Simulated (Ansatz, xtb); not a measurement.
**Ranking isomers of C2H7O2+**

3 gas-phase structures of C2H7O2+, found in a search over its isomers (lower ones may exist). Each was relaxed with GFN2-xTB; where two conformers were screened, the lower at r2SCAN-D4/def2-SVP//GFN2-xTB is listed:

A. `COC[OH2+]`, a singlet
B. `OCC[OH2+]`, a singlet
C. `C[OH+]CO`, a singlet

Q: Which do you expect lowest at r2SCAN-D4/def2-SVP//GFN2-xTB, and how would the others follow?

A: Calculated order at r2SCAN-D4/def2-SVP//GFN2-xTB: B (0.000), C (0.523), A (0.737) eV.

Energies above the lowest of each column, in eV:

```json
{"structure": "B", "GFN2-xTB": "0.000", "HF/STO-3G": "0.000", "r2SCAN-D4/def2-SVP//GFN2-xTB": "0.000"}
{"structure": "C", "GFN2-xTB": "0.196", "HF/STO-3G": "0.419", "r2SCAN-D4/def2-SVP//GFN2-xTB": "0.523"}
{"structure": "A", "GFN2-xTB": "0.445", "HF/STO-3G": "0.558", "r2SCAN-D4/def2-SVP//GFN2-xTB": "0.737"}
```

Every level run on B puts it lowest or level with the lowest. Some further structures that were screened fall inside this span and aren't listed. Flexible structures stand in one conformer each, not always the lowest. Frequencies (r2SCAN-D4/def2-SVP) were run for B alone.

Programs: Ansatz 0.2.0, xtb 6.7.1.
